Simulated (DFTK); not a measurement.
# ZrS2 (P-3m1) in DFTK: further runs

The runs below take ZrS2 through band structure, equation of state, with PBE, RPBE.

Program: DFTK 0.8.2. These are calculated values, not measurements. Logs are shortened: lines on timing, memory, paths and dates and some standing lists are left out, and cuts for length are marked.

### 1 The crystal as given

Symmetry: P-3m1, No. 164, trigonal system. Conventional cell: a = 3.691 Å, b = 3.691 Å, c = 6.041 Å, α = 90.00°, β = 90.00°, γ = 120.00°. Zr (site symmetry -3m) is surrounded by 6 S at 2.57 Å. Around S (site symmetry 3m) lie 3 Zr at 2.57 Å.

The cell is a database's computed one.

### 2 Band structure, PBE

run.jl reads:

```julia
using DFTK
using PseudoPotentialData
using Unitful, UnitfulAtomic
using LinearAlgebra, Printf
include("save.jl")
disable_threading()

lines     = readlines("ZrS2.xyz")
cell_ang  = reshape(parse.(Float64, split(match(r"Lattice=\"([^\"]+)\"", lines[2])[1])), 3, 3)
lattice   = austrip(1u"Å") * cell_ang
symbols   = [Symbol(split(l)[1]) for l in lines[3:end]]
positions = [round.(cell_ang \ parse.(Float64, split(l)[2:4]); digits=9) for l in lines[3:end]]
pseudopotentials = PseudoFamily("cp2k.nc.sr.pbe.v0_1.semicore.gth")
elements = Dict(s => ElementPsp(s, pseudopotentials) for s in unique(symbols))
atoms    = [elements[s] for s in symbols]

build_model(lattice, positions; symmetries=true) =
    model_DFT(lattice, atoms, positions;
              functionals=PBE(),
              temperature=austrip(0.05u"eV"),
              smearing=Smearing.FermiDirac(),
              symmetries)
Ecut  = 59.0  # hartree
kgrid = [5, 5, 3]
tol   = 1e-6
to_GPa = ustrip(uconvert(u"GPa", 1u"hartree/bohr^3"))

model = build_model(lattice, positions)
basis = PlaneWaveBasis(model; Ecut, kgrid)
display(basis)
scfres = self_consistent_field(basis;
                               tol,
                               nbandsalg=AdaptiveBands(model; n_bands_converge=17))
display(scfres.energies)
@printf "Fermi level: %.6f eV\n" ustrip(auconvert(u"eV", something(scfres.εF, NaN)))
forces = compute_forces_cart(scfres)
println("Forces (eV/Å)")
for (s, f) in zip(symbols, forces)
    @printf "%-3s %12.6f %12.6f %12.6f\n" s ustrip.(auconvert.(u"eV/Å", f))...
end
stress = compute_stresses_cart(scfres)
println("Stress (GPa)")
display(round.(stress * to_GPa; digits=4))
println("Levels at the first k-point (eV): ", round.(ustrip.(auconvert.(u"eV", scfres.eigenvalues[1][1:scfres.n_bands_converge])); digits=4))
save_scf!(scfres; forces, stress)

points = Dict("G" => [0.0, 0.0, 0.0], "A" => [0.0, 0.0, 0.5], "H" => [0.3333333333, 0.3333333333, 0.5], "K" => [0.3333333333, 0.3333333333, 0.0], "L" => [0.5, 0.0, 0.5], "M" => [0.5, 0.0, 0.0])
segments = [("G", "M", 6), ("M", "K", 4), ("K", "G", 7), ("G", "A", 3), ("A", "L", 6), ("L", "H", 4), ("H", "A", 7), ("L", "M", 3), ("K", "H", 3)]
kcoords = vcat([[points[a] + t * (points[b] - points[a]) for t in range(0, 1, n)] for (a, b, n) in segments]...)
bands = compute_bands(scfres, ExplicitKpoints(kcoords); n_bands=19, tol=1e-5)
for (k, ε) in zip(bands.basis.kpoints, bands.eigenvalues)
    @printf "%d %8.4f %8.4f %8.4f " k.spin k.coordinate...
    println(join([@sprintf("%9.4f", e) for e in ustrip.(auconvert.(u"eV", ε .- scfres.εF))]))
end
results["band_energies"] = rows(bands.eigenvalues); results["band_kpoints"] = rows(kcoords)
```

ZrS2.xyz reads:

```xyz
3
Lattice="3.6913825498 0.0000000000 0.0000000000 -1.8456912749 3.1968310632 0.0000000000 0.0000000000 0.0000000000 6.0410770100" Properties=species:S:1:pos:R:3 pbc="T T T"
Zr     0.0000000000      0.0000000000      0.0000000000
S     -0.0000000002      2.1312207089      1.4372324502
S      1.8456912751      1.0656103543      4.6038445598
```

Potentials or basis: cp2k.nc.sr.pbe.v0_1.semicore.gth (PBE, GTH).

The run is started by

```sh
> julia --threads=1 run.jl  # save.jl only writes the numbers to a file and isn't shown; printed stress counts tension as positive; times include loading and compiling
```

The log of the run:

```text
PlaneWaveBasis discretization:

    Ecut                 : 59.0 Ha
    fft_size             : (54, 54, 81), 236196 total points
    kgrid                : MonkhorstPack([5, 5, 3])
    num.   red. kpoints  : 75
    num. irred. kpoints  : 12

    Discretized Model(gga_x_pbe+gga_c_pbe, 3D):
        lattice (in Bohr)    : [6.9757    , -3.48785  , 0         ]
                               [0         , 6.04114   , 0         ]
                               [0         , 0         , 11.416    ]
        unit cell volume     : 481.08 Bohr³

        atoms                : S₂Zr
        pseudopot. family    : PseudoFamily("cp2k.nc.sr.pbe.v0_1.semicore.gth")

        num. electrons       : 24
        spin polarization    : none
        temperature          : 0.0018375 Ha
        smearing             : DFTK.Smearing.FermiDirac()

        terms                : Kinetic()
                               AtomicLocal()
                               AtomicNonlocal()
                               Ewald(nothing)
                               PspCorrection()
                               Hartree()
                               Xc(gga_x_pbe, gga_c_pbe)
                               Entropy()
n     Energy            log10(ΔE)   log10(Δρ)   Diag   Δtime
---   ---------------   ---------   ---------   ----   ------
  1   -67.50261561831                   -0.04    6.5    11.9s
  2   -67.69869167908       -0.71       -0.43    2.0    6.99s
  3   -67.72285444613       -1.62       -1.01    4.7    8.90s
  4   -67.72722298113       -2.36       -1.86    3.9    7.75s
  5   -67.72725582980       -4.48       -2.03    1.4    5.29s
  6   -67.72728975873       -4.47       -3.06    2.0    5.12s
  7   -67.72729156289       -5.74       -3.35    4.2    7.84s
  8   -67.72729168728       -6.91       -3.68    1.8    5.38s
  9   -67.72729171676       -7.53       -4.44    2.9    5.68s
 10   -67.72729171854       -8.75       -4.64    2.8    6.56s
 11   -67.72729171886       -9.49       -5.12    1.9    5.38s
 12   -67.72729171891      -10.37       -5.86    3.2    6.42s
 13   -67.72729171891      -11.41       -6.51    3.0    5.91s
Energy breakdown (in Ha):
    Kinetic             22.5008932
    AtomicLocal         -59.5282363
    AtomicNonlocal      7.8432952
    Ewald               -46.6085509
    PspCorrection       0.9701225
    Hartree             17.5634023
    Xc                  -10.4682177
    Entropy             -0.0000001

    total               -67.727291718911
Fermi level: 5.916301 eV
Forces (eV/Å)
Zr     -0.000000     0.000000    -0.000000
S       0.000000    -0.000000     0.004924
S      -0.000000     0.000000    -0.004924
Stress (GPa)
3×3 StaticArraysCore.SMatrix{3, 3, Float64, 9} with indices SOneTo(3)×SOneTo(3):
 0.5934  0.0      0.0
 0.0     0.5934  -0.0
 0.0     0.0     -0.2031
Levels at the first k-point (eV): [-44.5305, -22.0997, -21.9516, -21.9516, -7.1586, -5.7681, 1.2066, 2.6345, 2.6345, 5.3243, 5.3243, 5.3657, 6.9811, 6.9811, 7.8221, 10.39, 10.39]
1   0.0000   0.0000   0.0000  -50.4468 -28.0160 -27.8679 -27.8679 -13.0749 -11.6844  -4.7097  -3.2818  -3.2818  -0.5920  -0.5920  -0.5506   1.0648   1.0648   1.9058   4.4737   4.4737   5.2311   5.3709
1   0.1000   0.0000   0.0000  -50.4451 -28.0111 -27.8911 -27.8729 -12.9750 -11.7098  -4.5753  -3.3836  -3.2189  -1.2324  -0.8694  -0.5044   1.1594   1.3926   2.0123   4.1453   4.4330   5.6709   6.1138
1   0.2000   0.0000   0.0000  -50.4412 -27.9986 -27.9510 -27.8860 -12.7055 -11.7732  -4.2124  -3.5377  -3.0722  -2.3875  -1.3142  -0.6423   1.0708   1.9479   2.3162   4.1174   4.4530   6.6078   7.2691
1   0.3000   0.0000   0.0000  -50.4363 -28.0253 -27.9817 -27.9021 -12.3655 -11.8294  -3.9802  -3.4254  -3.3009  -2.9545  -1.5991  -1.1776   0.8805   2.3656   2.6900   4.5920   4.6905   6.9808   7.8733
1   0.4000   0.0000   0.0000  -50.4321 -28.0832 -27.9691 -27.9150 -12.1546 -11.7776  -4.4972  -3.3084  -2.9681  -2.9404  -1.8411  -1.6731   0.7306   2.6213   2.9420   5.0046   5.0985   6.6578   7.2936
1   0.5000   0.0000   0.0000  -50.4305 -28.1051 -27.9643 -27.9200 -12.1242 -11.6972  -4.7666  -3.0641  -2.9558  -2.8582  -2.1550  -1.6697   0.6731   2.7205   2.9795   5.1433   5.4044   6.1766   7.3786
1   0.5000   0.0000   0.0000  -50.4305 -28.1051 -27.9643 -27.9200 -12.1242 -11.6972  -4.7666  -3.0641  -2.9558  -2.8582  -2.1550  -1.6697   0.6731   2.7205   2.9795   5.1433   5.4044   6.1766   7.3786
1   0.4444   0.1111   0.0000  -50.4303 -28.0957 -27.9630 -27.9380 -12.0724 -11.7191  -4.6379  -3.4103  -2.7987  -2.6999  -2.1566  -2.0446   1.0567   2.6763   2.8567   4.7212   5.2854   6.8833   7.4440
1   0.3889   0.2222   0.0000  -50.4295 -28.0692 -27.9826 -27.9603 -11.9491 -11.7759  -4.2829  -3.6902  -3.0955  -2.5705  -2.5509  -1.9114   1.5588   2.6529   2.6601   4.3501   4.9217   7.3632   8.0678
1   0.3333   0.3333   0.0000  -50.4288 -28.0311 -28.0311 -27.9586 -11.8425 -11.8425  -3.8130  -3.7687  -3.7687  -2.4827  -2.4827  -1.9208   1.6744   2.6637   2.6637   4.4649   4.4649   7.3147   9.1420
1   0.3333   0.3333   0.0000  -50.4288 -28.0311 -28.0311 -27.9586 -11.8425 -11.8425  -3.8130  -3.7687  -3.7687  -2.4827  -2.4827  -1.9208   1.6744   2.6637   2.6637   4.4649   4.4649   7.3147   9.1420
1   0.2778   0.2778   0.0000  -50.4295 -28.0586 -27.9886 -27.9608 -11.8868 -11.8608  -4.1060  -3.6818  -3.3088  -2.6305  -2.5517  -1.7930   1.6571   2.5151   2.7180   4.1669   5.0275   7.3311   8.5329
1   0.2222   0.2222   0.0000  -50.4324 -28.0499 -27.9715 -27.9456 -12.0585 -11.8860  -3.9430  -3.5961  -3.2194  -2.8057  -2.5029  -1.4326   1.5210   2.2535   2.8964   3.9306   5.3835   7.4846   8.4559
1   0.1667   0.1667   0.0000  -50.4368 -28.0059 -27.9845 -27.9120 -12.3853 -11.8391  -3.7398  -3.5950  -3.3862  -2.6920  -2.0991  -0.9691   1.4166   1.9388   2.8074   3.9057   4.8945   7.6600   8.3034
1   0.1111   0.1111   0.0000  -50.4414 -27.9995 -27.9434 -27.8873 -12.7288 -11.7687  -4.2351  -3.5314  -3.1225  -2.1521  -1.4885  -0.5952   1.4118   1.5926   2.3686   4.1629   4.2520   6.7203   7.2304
1   0.0556   0.0556   0.0000  -50.4452 -28.0114 -27.8893 -27.8727 -12.9822 -11.7080  -4.5849  -3.3765  -3.2247  -1.1705  -0.8819  -0.5044   1.2433   1.2889   2.0091   4.1794   4.4003   5.6625   6.0629
1   0.0000   0.0000   0.0000  -50.4468 -28.0160 -27.8679 -27.8679 -13.0749 -11.6844  -4.7097  -3.2818  -3.2818  -0.5920  -0.5920  -0.5506   1.0648   1.0648   1.9058   4.4737   4.4737   5.2311   5.3709
1   0.0000   0.0000   0.0000  -50.4468 -28.0160 -27.8679 -27.8679 -13.0749 -11.6844  -4.7097  -3.2818  -3.2818  -0.5920  -0.5920  -0.5506   1.0648   1.0648   1.9058   4.4737   4.4737   5.2311   5.3709
1   0.0000   0.0000   0.2500  -50.4465 -28.0161 -27.8679 -27.8679 -12.9920 -11.8174  -4.3503  -3.2684  -3.2684  -1.2781  -0.6409  -0.6409   1.0521   1.0521   2.1109   4.6123   4.6123   5.5158   5.9396
1   0.0000   0.0000   0.5000  -50.4469 -28.0163 -27.8679 -27.8679 -12.8884 -11.9694  -3.8241  -3.2547  -3.2547  -2.0718  -0.6890  -0.6890   1.0391   1.0391   2.2193   4.7590   4.7590   5.7332   6.9650
1   0.0000   0.0000   0.5000  -50.4469 -28.0163 -27.8679 -27.8679 -12.8884 -11.9694  -3.8241  -3.2547  -3.2547  -2.0718  -0.6890  -0.6890   1.0391   1.0391   2.2193   4.7590   4.7590   5.7332   6.9650
1   0.1000   0.0000   0.5000  -50.4452 -28.0114 -27.8911 -27.8729 -12.7910 -11.9776  -3.7231  -3.5571  -3.1955  -1.7051  -1.2768  -0.9472   1.1182   1.3739   2.4134   4.2492   4.6591   6.3581   7.2165
1   0.2000   0.0000   0.5000  -50.4413 -27.9989 -27.9510 -27.8860 -12.5335 -11.9933  -3.9454  -3.5052  -3.0682  -2.2730  -1.3420  -1.2350   1.0111   1.9679   2.7203   3.8111   4.5114   7.0504   7.8100
1   0.3000   0.0000   0.5000  -50.4364 -28.0253 -27.9819 -27.9022 -12.2561 -11.9496  -4.2018  -3.6735  -2.9998  -2.5886  -1.5351  -1.2151   0.7814   2.4209   2.8072   4.2207   4.5270   6.5556   7.3980
1   0.4000   0.0000   0.5000  -50.4323 -28.0831 -27.9694 -27.9151 -12.1861 -11.7340  -4.6377  -3.7162  -3.0347  -2.5415  -1.5166  -1.3507   0.5928   2.6461   2.8991   4.6776   5.1327   5.8102   6.8274
1   0.5000   0.0000   0.5000  -50.4308 -28.1051 -27.9645 -27.9201 -12.1874 -11.6152  -4.8690  -3.5586  -3.0660  -2.7105  -1.4776  -1.2987   0.5070   2.7123   2.9784   4.7611   5.3564   5.8255   6.6760
1   0.5000   0.0000   0.5000  -50.4308 -28.1051 -27.9645 -27.9201 -12.1874 -11.6152  -4.8690  -3.5586  -3.0660  -2.7105  -1.4776  -1.2987   0.5070   2.7123   2.9784   4.7611   5.3564   5.8255   6.6760
1   0.4444   0.1111   0.5000  -50.4302 -28.0957 -27.9631 -27.9380 -12.1303 -11.6481  -4.7231  -3.6744  -2.9285  -2.6930  -1.9162  -1.4239   0.8479   2.6867   2.8439   4.5296   5.8361   5.8434   6.8866
1   0.3889   0.2222   0.5000  -50.4292 -28.0691 -27.9826 -27.9604 -11.9884 -11.7350  -4.3221  -3.8280  -3.0003  -2.6578  -2.3297  -1.8012   1.4324   2.5158   2.6211   4.4971   5.5383   6.8041   7.6906
1   0.3333   0.3333   0.5000  -50.4286 -28.0310 -28.0310 -27.9587 -11.8445 -11.8445  -3.8938  -3.8938  -3.5378  -2.3493  -2.2559  -2.2559   1.7695   2.4152   2.4152   4.9750   4.9750   7.7293   8.0699
1   0.3333   0.3333   0.5000  -50.4286 -28.0310 -28.0310 -27.9587 -11.8445 -11.8445  -3.8938  -3.8938  -3.5378  -2.3493  -2.2559  -2.2559   1.7695   2.4152   2.4152   4.9750   4.9750   7.7293   8.0699
1   0.2778   0.2778   0.5000  -50.4296 -28.0586 -27.9886 -27.9609 -11.9396 -11.8078  -4.1331  -3.9219  -3.1143  -2.6333  -2.2518  -1.8802   1.6754   2.1366   2.7513   4.4714   5.3537   7.4958   7.6127
1   0.2222   0.2222   0.5000  -50.4321 -28.0498 -27.9716 -27.9455 -11.9951 -11.9478  -4.0683  -4.0146  -2.8202  -2.5612  -2.3587  -1.4367   1.6347   1.8668   2.8760   4.2311   4.9186   7.5926   7.8315
1   0.1667   0.1667   0.5000  -50.4368 -28.0059 -27.9847 -27.9120 -12.2327 -12.0082  -4.0592  -3.6684  -2.9850  -2.3495  -2.1413  -1.1463   1.5713   1.6696   2.9493   4.1294   4.1820   7.9069   8.0063
1   0.1111   0.1111   0.5000  -50.4417 -27.9999 -27.9435 -27.8874 -12.5539 -11.9950  -3.9034  -3.5180  -3.1217  -2.0339  -1.5567  -1.2396   1.4765   1.4885   2.7738   3.8766   4.3446   7.4034   7.7531
1   0.0556   0.0556   0.5000  -50.4452 -28.0118 -27.8892 -27.8727 -12.7980 -11.9770  -3.7294  -3.5403  -3.2017  -1.7221  -1.2232  -0.9583   1.2000   1.2730   2.4043   4.2860   4.6474   6.3326   7.1981
1   0.0000   0.0000   0.5000  -50.4469 -28.0163 -27.8679 -27.8679 -12.8884 -11.9694  -3.8241  -3.2547  -3.2547  -2.0718  -0.6890  -0.6890   1.0391   1.0391   2.2193   4.7590   4.7590   5.7332   6.9650
1   0.5000   0.0000   0.5000  -50.4308 -28.1051 -27.9645 -27.9201 -12.1874 -11.6152  -4.8690  -3.5586  -3.0660  -2.7105  -1.4776  -1.2987   0.5070   2.7123   2.9784   4.7611   5.3564   5.8255   6.6760
1   0.5000   0.0000   0.2500  -50.4306 -28.1051 -27.9644 -27.9200 -12.1583 -11.6538  -4.8146  -3.4043  -3.0141  -2.7331  -1.7071  -1.5711   0.6087   2.7167   2.9794   4.9417   5.4392   5.8809   6.9692
1   0.5000   0.0000   0.0000  -50.4305 -28.1051 -27.9643 -27.9200 -12.1242 -11.6972  -4.7666  -3.0641  -2.9558  -2.8582  -2.1550  -1.6697   0.6731   2.7205   2.9795   5.1433   5.4044   6.1766   7.3786
1   0.3333   0.3333   0.0000  -50.4288 -28.0311 -28.0311 -27.9586 -11.8425 -11.8425  -3.8130  -3.7687  -3.7687  -2.4827  -2.4827  -1.9208   1.6744   2.6637   2.6637   4.4649   4.4649   7.3147   9.1420
1   0.3333   0.3333   0.2500  -50.4286 -28.0310 -28.0310 -27.9586 -11.8435 -11.8435  -3.8355  -3.8355  -3.6925  -2.3658  -2.3658  -2.1199   1.7233   2.5322   2.5322   4.7102   4.7102   7.5344   8.6085
1   0.3333   0.3333   0.5000  -50.4286 -28.0310 -28.0310 -27.9587 -11.8445 -11.8445  -3.8938  -3.8938  -3.5378  -2.3493  -2.2559  -2.2559   1.7695   2.4152   2.4152   4.9750   4.9750   7.7293   8.0699
```

Run time: 3.3 min. Hardware: 1 thread of Intel Xeon Platinum 8488C (Sapphire Rapids), shared host; peak memory 2.2 GiB.

These settings aren't checked as converged: the numbers below hold their error.

What came out:

| Quantity | Value |
| --- | --- |
| Free energy | -1842.9535 eV |
| Largest force | 0.005 eV/Å |
| Band gap on the k mesh | 1.14 eV, indirect (least direct gap 1.62 eV) |
| Band gap along the path | 1.01 eV, indirect (least direct gap 1.62 eV) |

Caveat: the cutoff is short for these potentials, so energies and forces aren't converged, fitted volumes are rough and the log's stress (off by 3 to 10 GPa or more in trials) isn't used; the mesh misses the band edges, which the band path finds closer together; this functional lacks dispersion, which binds the layers, so the pressure and a relaxed spacing across them are unreliable.

### 3 Equation of state, RPBE

run.jl reads:

```julia
using DFTK
using PseudoPotentialData
using Unitful, UnitfulAtomic
using LinearAlgebra, Printf
include("save.jl")
disable_threading()

lines     = readlines("POSCAR")
lattice   = austrip(1u"Å") * parse(Float64, lines[2]) * hcat([parse.(Float64, split(l)) for l in lines[3:5]]...)
symbols   = vcat([fill(Symbol(s), parse(Int, n)) for (s, n) in zip(split(lines[6]), split(lines[7]))]...)
positions = [parse.(Float64, split(l)[1:3]) for l in lines[9:8+length(symbols)]]
pseudopotentials = Dict(:S => "S.upf", :Zr => "Zr.upf")
elements = Dict(s => ElementPsp(s, pseudopotentials; rcut=10.0) for s in unique(symbols))
atoms    = [elements[s] for s in symbols]

build_model(lattice, positions; symmetries=true) =
    model_DFT(lattice, atoms, positions;
              functionals=[:gga_x_rpbe, :gga_c_pbe],
              temperature=austrip(0.05u"eV"),
              smearing=Smearing.FermiDirac(),
              symmetries)
Ecut  = 35.0  # hartree
kgrid = [5, 5, 3]
tol   = 1e-6
to_GPa = ustrip(uconvert(u"GPa", 1u"hartree/bohr^3"))

results["points"] = []
for scale in [0.94, 0.96, 0.98, 1.0, 1.02, 1.04, 1.06]
    println("\n=== scale = ", scale)
    model = build_model(cbrt(scale) * lattice, positions)
    basis = PlaneWaveBasis(model; Ecut, kgrid)
    t0 = time()
    scfres = self_consistent_field(basis;
                                   tol,
                                   nbandsalg=AdaptiveBands(model; n_bands_converge=17))
    seconds = time() - t0
    @printf "SCF: %d iterations, %.1f s\n" scfres.n_iter seconds
    forces = compute_forces_cart(scfres)
    stress = compute_stresses_cart(scfres)
    @printf "V = %.5f Å^3  F = %.8f Ha  max force = %.5f eV/Å  p = %.4f GPa\n" ustrip(auconvert(u"Å^3", model.unit_cell_volume)) scfres.energies.total ustrip(auconvert(u"eV/Å", maximum(norm, forces))) (-tr(stress) / 3 * to_GPa)
    push!(results["points"], save_scf!(scfres; forces, stress, d=Dict{String,Any}("seconds" => seconds, "n_matvec" => get(scfres, :n_matvec, 0))))
end

# third-order Birch-Murnaghan fit in x = V^(-2/3)
V = [0.94, 0.96, 0.98, 1.0, 1.02, 1.04, 1.06] * abs(det(lattice))
E = [p["total"] for p in results["points"]]
x = V .^ (-2 / 3)
c = [x .^ 0 x x .^ 2 x .^ 3] \ E
Δ = c[3]^2 - 3c[2] * c[4]
if Δ > 0
    x0 = (-c[3] + sqrt(Δ)) / 3c[4]
    B0 = 4 / 9 * x0^(7 / 2) * (2c[3] + 6c[4] * x0)
    @printf "V0 = %.4f Å^3  B0 = %.2f GPa\n" ustrip(auconvert(u"Å^3", x0^(-3 / 2))) B0 * to_GPa
end
```

POSCAR reads:

```
ZrS2
1.0
    3.6913825498      0.0000000000      0.0000000000
   -1.8456912749      3.1968310632      0.0000000000
    0.0000000000      0.0000000000      6.0410770100
Zr S
1 2
Direct
    0.0000000000      0.0000000000      0.0000000000
    0.3333333333      0.6666666667      0.2379099700
    0.6666666667      0.3333333333      0.7620900300
```

Potentials or basis: SG15 1.2 (PBE).

The run is started by

```sh
> julia --threads=1 run.jl  # save.jl only writes the numbers to a file and isn't shown; printed stress counts tension as positive; times include loading and compiling
```

It took 7.8 min on 1 thread of AMD EPYC 7R43 (Zen 3), shared host; peak memory 1.6 GiB.

The run converged. Its results:

```yaml
Equilibrium_volume: 24.46 Å³/atom
Bulk_modulus_at_fixed_shape_and_positions: 82 GPa
Pressure_derivative_of_the_bulk_modulus: 4.1
```

Energy against volume, from the lowest point:
| volume (Å³/atom) | energy (meV/atom) |
| --- | --- |
| 22.337 | 54.62 |
| 22.813 | 31.53 |
| 23.288 | 15.14 |
| 23.763 | 4.83 |
| 24.238 | 0.00 |
| 24.714 | 0.15 |
| 25.189 | 4.81 |

Caveat: the k mesh is coarse (spacing up to 0.39 Å⁻¹), so the values aren't converged; the cell was scaled at fixed shape and fractional positions, which overstates the stiffness of a crystal with free parameters, most of all of layers and chains; the potentials were made for another functional, which shifts forces and pressure; this functional lacks dispersion, which binds the layers, so the pressure and a relaxed spacing across them are unreliable.
